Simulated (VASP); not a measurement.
GaSb:

```
Sb Ga
1.0
     0.00000    3.05900    3.05900
     3.05900    0.00000    3.05900
     3.05900    3.05900    0.00000
Sb Ga
1 1
Direct
  0.75000 0.75000 0.75000
  0.00000 0.00000 0.00000
```

* Program: VASP 6.6.1
* Task: relaxation of cell and atoms
* Functional: optB88-vdW
* Potentials or basis: VASP PAW PBE potentials, release 64 (Sb, Ga_d)
* Cutoff: 600 eV
* k mesh: 8 × 8 × 8
* Occupations: fermi-dirac, width 0.05 eV
* Spin: no spin polarisation

At the start: pressure 2.1 GPa; volume 28.62 Å³/atom.

Q: How do energy, volume and symmetry change on relaxing?

A: Over 3 steps the energy falls by 7.6 meV/atom and the volume is 29.84 Å³/atom (+4.2 %); space group F-43m (No. 216, to 0.05 Å).

Step by step:
```tsv
step	energy change (eV)	largest force (eV/Å)	pressure (GPa)	volume (Å³)
1	0.0000	0.0000	2.08	57.25
2	-0.0140	0.0000	-0.53	60.39
3	-0.0152	0.0000	-0.01	59.67
```

Final structure:
```cif
data_structure
_symmetry_space_group_name_H-M 'P 1'
_symmetry_Int_Tables_number 1
_cell_length_a 4.3863
_cell_length_b 4.3863
_cell_length_c 4.3863
_cell_angle_alpha 60.000
_cell_angle_beta 60.000
_cell_angle_gamma 60.000
_cell_volume 59.67
loop_
_atom_site_label
_atom_site_type_symbol
_atom_site_fract_x
_atom_site_fract_y
_atom_site_fract_z
_atom_site_occupancy
Sb1 Sb 0.75000 0.75000 0.75000 1
Ga1 Ga 0.00000 0.00000 0.00000 1
```

Caveat: the PAW data sets were made with another functional, which shifts forces and pressure a little.
